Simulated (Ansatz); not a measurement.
Crystal: Sn, fcc type, 1 atom in the cell.

Theory: Ansatz, PBE, plane waves, PAW datasets (generated hard set).

Cutoff 700 eV; k-mesh 13×13×13 Γ-centred; Fermi–Dirac smearing of 0.0612 eV; no spin polarisation; no spin–orbit coupling.

| V (Å³/atom) | a (Å) | E − E(min) (meV/atom) | P (GPa) |
| --- | --- | --- | --- |
| 26.252 | 4.7178 | 18.10 | 3.50 |
| 26.810 | 4.7510 | 8.12 | 2.26 |
| 27.369 | 4.7838 | 2.23 | 1.15 |
| 27.928 | 4.8161 | 0.00 | 0.15 |
| 28.486 | 4.8480 | 1.02 | -0.72 |
| 29.045 | 4.8795 | 4.93 | -1.50 |
| 29.603 | 4.9106 | 11.41 | -2.20 |

(1) Fit a third-order Birch–Murnaghan equation of state to the energies.

## Answers

(1) V₀ = 28.022 Å³/atom (a₀ = 4.822 Å), B₀ = 45.8 GPa, B₀′ = 4.87.

The published all-electron PBE values for this crystal (mean of FLEUR and WIEN2k, k-spacing 0.06 Å⁻¹; Bosoni et al., Nat. Rev. Phys. 6, 45 (2024)) are V₀ = 28.009 Å³/atom, B₀ = 46.9 GPa, B₀′ = 4.75. This run's mesh is coarser (spacing 0.17 Å⁻¹), so part of any difference comes from k-sampling.

The stress includes the program's correction for the finite plane-wave basis.

This cubic structure is a model: it isn't the usual form of the substance at ambient conditions, and such phases are metastable or hypothetical. The k-mesh is modest, so these values aren't fully converged in k.
